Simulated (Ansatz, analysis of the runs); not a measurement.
# Transmission past a defect: Ag wire along [110], 3 atoms a period, Pd in place of one Ag, part 3 of 3

What does the defect do to the conductance?

Ansatz 0.2.0; DFT PBE, plane waves, PAW; relaxation of a wire's period (the session's first sound run).

So far, conductance of the lead as this run defines it (G₀): step 3 (bands of the perfect wire) 3.00.

### 5. Transmission between the leads (continued)

Level of this step: DFT PBE, plane waves, PAW; transmission of a junction in a wire (Ansatz).

The transmission, one spin by energy, zero at the Fermi level:

energy (eV), transmission, one spin and a bar:
```
    -1.50       0.10 
    -1.43       0.06 
    -1.36       0.74 #######
    -1.32       0.07 
    -1.25       0.20 #
    -1.19       0.99 ##########
    -1.11       0.97 ##########
    -1.01       0.95 #########
    -0.94       0.95 #########
    -0.87       0.96 #########
    -0.77       0.99 ##########
    -0.69       1.05 ##########
    -0.62       1.16 ############
    -0.52       1.38 ##############
    -0.45       1.53 ###############
    -0.38       1.81 ##################
    -0.31       2.18 ######################
    -0.20       2.58 ##########################
    -0.14       2.71 ############################
    -0.07       2.78 #############################
     0.01       2.82 #############################
     0.04       2.83 #############################
     0.11       2.85 #############################
     0.18       2.86 #############################
     0.28       2.88 ##############################
     0.35       2.88 ##############################
     0.42       2.89 ##############################
     0.49       2.90 ##############################
     0.60       2.90 ##############################
     0.67       2.91 ##############################
     0.74       2.91 ##############################
     0.84       2.92 ##############################
     0.92       2.92 ##############################
     0.95       2.92 ##############################
     0.98       2.92 ##############################
     1.09       2.91 ##############################
     1.16       2.91 ##############################
     1.23       2.90 ##############################
     1.30       2.88 ##############################
     1.41       2.84 #############################
     1.48       2.79 #############################
```

Table of open channels of the lead, one spin by energy, zero at the Fermi level:

| energy (eV) | open channels of the lead, one spin |
| --- | --- |
| -1.50 | 1 |
| -1.43 | 1 |
| -1.32 | 1 |
| -1.25 | 1 |
| -1.19 | 1 |
| -1.11 | 1 |
| -1.01 | 1 |
| -0.94 | 1 |
| -0.87 | 1 |
| -0.77 | 2 |
| -0.69 | 2 |
| -0.62 | 2 |
| -0.52 | 2 |
| -0.45 | 2 |
| -0.38 | 3 |
| -0.31 | 3 |
| -0.20 | 3 |
| -0.14 | 3 |
| -0.07 | 3 |
| 0.01 | 3 |
| 0.04 | 3 |
| 0.11 | 3 |
| 0.18 | 3 |
| 0.28 | 3 |
| 0.35 | 3 |
| 0.42 | 3 |
| 0.49 | 3 |
| 0.60 | 3 |
| 0.67 | 3 |
| 0.74 | 3 |
| 0.84 | 3 |
| 0.92 | 3 |
| 0.98 | 3 |
| 1.09 | 3 |
| 1.16 | 3 |
| 1.23 | 3 |
| 1.30 | 3 |
| 1.41 | 3 |
| 1.48 | 3 |

By hand: the program gives 2.5238 × 10^14 S/m² over the cell's cross-section of 86.39 Å² = 8.639 × 10^-19 m², so one cell conducts 2.180 × 10^-4 S. Divided by G0 = 2e²/h = 7.748 × 10^-5 S this is 2.81 G0, a resistance of 4.59 kΩ.

The conductance is 2.81 G₀, with 3 channels a spin open in the lead. The lead's Hamiltonian steps by 11.7 meV, which the program lets pass, though it counts in the error estimate.

### 6. Conductance and thermopower from T(E)

This step: Landauer integrals over the computed T(E), interpolated linearly between its energies (analysis of the runs above).

Conductance and thermopower are moments of T(E) over the thermal window; sliding the window along E stands for a gate that leaves T(E) rigid.

Numbers from this step:

| Item | Value |
| --- | --- |
| conductance at 300 K, interpolated from T(E) | 2.814 G₀ |
| thermopower at 300 K | -1.234 μV/K |
| Lorenz number over L0 | 0.9945 |

T(E) held rigid; rough near sharp steps of T(E). Conductance at 300 K against shift of the leads' level:

| shift of the leads' level (eV) | conductance at 300 K (G₀) |
| --- | --- |
| -1.150 | 0.936 |
| -1.050 | 0.959 |
| -0.950 | 0.956 |
| -0.800 | 0.982 |
| -0.700 | 1.06 |
| -0.600 | 1.21 |
| -0.500 | 1.43 |
| -0.400 | 1.74 |
| -0.250 | 2.42 |
| -0.150 | 2.67 |
| -0.050 | 2.79 |
| 0.050 | 2.83 |
| 0.150 | 2.86 |
| 0.250 | 2.87 |
| 0.400 | 2.89 |
| 0.500 | 2.90 |
| 0.600 | 2.90 |
| 0.700 | 2.91 |
| 0.800 | 2.92 |
| 0.950 | 2.92 |
| 1.050 | 2.91 |
| 1.150 | 2.91 |

T(E) held rigid; rough near sharp steps of T(E). The thermopower at 300 K by shift of the leads' level:

shift of the leads' level (eV), thermopower at 300 K (μV/K) and a bar from the least value:
```
   -1.150      -14.4 #####
   -1.050        0.5 ##############################
   -1.000        0.2 #############################
   -0.900       -0.9 ############################
   -0.850       -1.6 ##########################
   -0.750       -5.4 ####################
   -0.650      -10.1 ############
   -0.600      -11.5 ##########
   -0.500      -12.5 #########
   -0.450      -14.4 #####
   -0.350      -17.7 
   -0.300      -14.8 #####
   -0.200       -7.3 #################
   -0.100       -3.0 ########################
   -0.050       -1.9 ##########################
    0.050       -0.8 ############################
    0.100       -0.6 ############################
    0.200       -0.4 #############################
    0.300       -0.3 #############################
    0.350       -0.3 #############################
    0.450       -0.2 #############################
    0.500       -0.2 #############################
    0.600       -0.2 #############################
    0.650       -0.2 #############################
    0.750       -0.1 #############################
    0.850        0.0 #############################
    0.900        0.0 #############################
    1.000        0.1 #############################
    1.050        0.1 #############################
    1.150        0.3 ##############################
```

The two levels move by half the bias each and T(E) is held rigid. Current from the zero-bias T(E) against bias:

| bias (V) | current from the zero-bias T(E) (μA) |
| --- | --- |
| 0.000 | 0 |
| 0.100 | 21.8 |
| 0.200 | 43.5 |
| 0.300 | 65.1 |
| 0.400 | 86.3 |
| 0.500 | 107 |
| 0.600 | 127 |
| 0.700 | 146 |
| 0.800 | 165 |
| 0.900 | 182 |
| 1.000 | 199 |
| 1.100 | 216 |
| 1.200 | 232 |
| 1.300 | 248 |
| 1.400 | 263 |
| 1.500 | 279 |
| 1.600 | 294 |
| 1.700 | 309 |
| 1.800 | 324 |
| 1.900 | 339 |
| 2.000 | 354 |

By hand, Mott's formula: S = −(π²k²T/3e) d ln T/dE, and π²k²T/3e = 7.33 μV/K × eV at 300 K. The computed T is 2.78 at -0.065 eV and 2.84 at +0.075 eV, so d ln T/dE ≈ 0.152 per eV and S ≈ -1.12 μV/K, against -1.23 from the integrals.

The thermopower is -1.23 μV/K. The Lorenz ratio is 0.99, where the Wiedemann-Franz law gives 1. Moving the level by up to 0.1 eV either way gives -3.0 to -0.62 μV/K.

### 7. Summary of results

| Property | Result |
| --- | --- |
| conductance of the perfect wire | 3.00 G₀ |
| conductance, Pd in place of one Ag | 2.81 G₀ |
| thermopower, Pd in place of one Ag | -1.23 μV/K |

**Reading.** Summed over the computed window, 87 % of the lead's open channels pass the defect; the conductance at 300 K is 2.81 G₀. With Pd in place of one Ag, 94 % of the conductance of that run's own lead (3.00 G₀) is left, so it scatters little at the Fermi level. Transport is coherent and elastic here: the atoms are frozen, so scattering by vibrations plays no part. A junction with open d shells ran without spin, after the few moments seeded in its relaxation died away; moments on all d atoms were not tried.

[Logs are printed without paths, hosts, clocks, repeated set-up lines and the standing remarks that a program may print on its own settings, such as how far it seeks lower states.]

[Hosts, paths, dates, database ids (printed as entryN), source tags and the programs' standing remarks are cut or masked in the printed files.]
